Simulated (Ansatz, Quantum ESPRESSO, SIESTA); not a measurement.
## RuS2: 3 runs at one level of theory

```
CELL_PARAMETERS angstrom
5.61060 0.00000 0.00000
0.00000 5.61060 0.00000
0.00000 0.00000 5.61060
ATOMIC_POSITIONS crystal
Ru 0.00000 0.50000 0.50000
Ru 0.50000 0.50000 0.00000
Ru 0.50000 0.00000 0.50000
Ru 0.00000 0.00000 0.00000
S 0.38831 0.11169 0.88831
S 0.11169 0.88831 0.38831
S 0.88831 0.38831 0.11169
S 0.61169 0.61169 0.61169
S 0.61169 0.88831 0.11169
S 0.88831 0.11169 0.61169
S 0.11169 0.61169 0.88831
S 0.38831 0.38831 0.38831
```

Alike in all runs: task single point; functional PBE; k mesh 5 × 5 × 5; occupations fermi-dirac, width 0.05 eV; no spin polarisation; no spin-orbit coupling. Pressure is positive in compression and, in plane waves, holds the error of the finite cutoff, which Ansatz's Pulay term estimates and takes out.

```csv
program and potentials,plane-wave cutoff (eV),notes,pressure (GPa),largest force (eV/Å)
"Ansatz, Ansatz PAW",420,Pulay term of +0.04 GPa included,3.72,0.258
"SIESTA, files PseudoDojo sr-pbe-0.4.1-standard, DZP (energy shift 0.003 Ry; two zetas on semicore shells)",-,atomic basis,6.47,0.285
"Quantum ESPRESSO, SSSP 1.3 efficiency PBE",816,-,?,?
```

**Question.** Estimate from the other rows what the run with Quantum ESPRESSO, SSSP 1.3 efficiency PBE gave.

**Answer.** Pressure 3.57 GPa; largest force 0.247 eV/Å. The other rows, which needn't bracket it: pressure 3.72 to 6.47; largest force 0.258 to 0.285.
